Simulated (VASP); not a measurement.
ZrS2:

```
Zr S
1.0
     3.69138    0.00000    0.00000
    -1.84569    3.19683    0.00000
     0.00000    0.00000    6.04108
Zr S
1 2
Direct
  0.00000 0.00000 0.00000
  0.33333 0.66667 0.23791
  0.66667 0.33333 0.76209
```

The cell is a database's computed one.

Base run:

* Program: VASP 6.6.1
* Functional: PBEsol
* Potentials or basis: VASP PAW PBE potentials, release 64 (Zr_sv, S)
* Cutoff: 520 eV
* k mesh: 8 × 8 × 6
* Occupations: gaussian, width 0.02 eV
* Spin: no spin polarisation

Its results: band gap on the k mesh 0.96 eV, indirect (least direct gap 1.59 eV); pressure -2.5 GPa; largest force 0.136 eV/Å.

Problem. The run is repeated on the same cell with these changes: functional from PBEsol to PBE. What comes out?

Solution. Band gap on the k mesh 1.03 eV, indirect (least direct gap 1.64 eV); pressure 0.5 GPa; largest force 0.051 eV/Å.

PBE binds less tightly than PBEsol, so the same cell stands under more pressure.

Caveats: this functional lacks dispersion, which binds the layers, so the pressure and a relaxed spacing across them are unreliable; the PAW data sets were made with another functional, which shifts forces and pressure a little (some runs).

Not every run made on this cell is shown here.
